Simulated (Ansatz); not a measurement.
Crystal: Te.

```
CELL_PARAMETERS angstrom
5.22326 0.00000 0.00000
0.00000 5.22326 0.00000
0.00000 0.00000 5.22326
ATOMIC_POSITIONS crystal
Te 0.87500 0.12500 0.62500
Te 0.37500 0.37500 0.37500
Te 0.12500 0.62500 0.87500
Te 0.62500 0.87500 0.12500
```

The cell was built by a generator and needn't be a form met in nature.

Base run:

```yaml
Program: Ansatz 0.2.0
Functional: revPBE
Potentials_or_basis: Ansatz PAW
Cutoff: "420 eV (not typed: the program's choice for these potentials)"
k_mesh: 4 × 4 × 4
Occupations: fermi-dirac, width 0.05 eV
Spin: no spin polarisation
```

Its results: band gap on the k mesh none (metal or under the smearing width); pressure 1.0 GPa.

Question: After a change of settings the same cell gave: band gap on the k mesh none (metal or under the smearing width); pressure -2.9 GPa. Which change was it?
A. functional from revPBE to BLYP
B. functional from revPBE to PBEsol
C. functional from revPBE to RPBE
D. functional from revPBE to LDA

Answer: D.

LDA binds more tightly than revPBE, so the same cell stands under less pressure.

Caveats: spin-orbit coupling is left out, which moves the levels of the heavy elements; the PAW data sets come from PBE, with cores solved anew for the run's functional, which leaves a small shift of forces and pressure.

Runs at the PBE level aren't shown here.
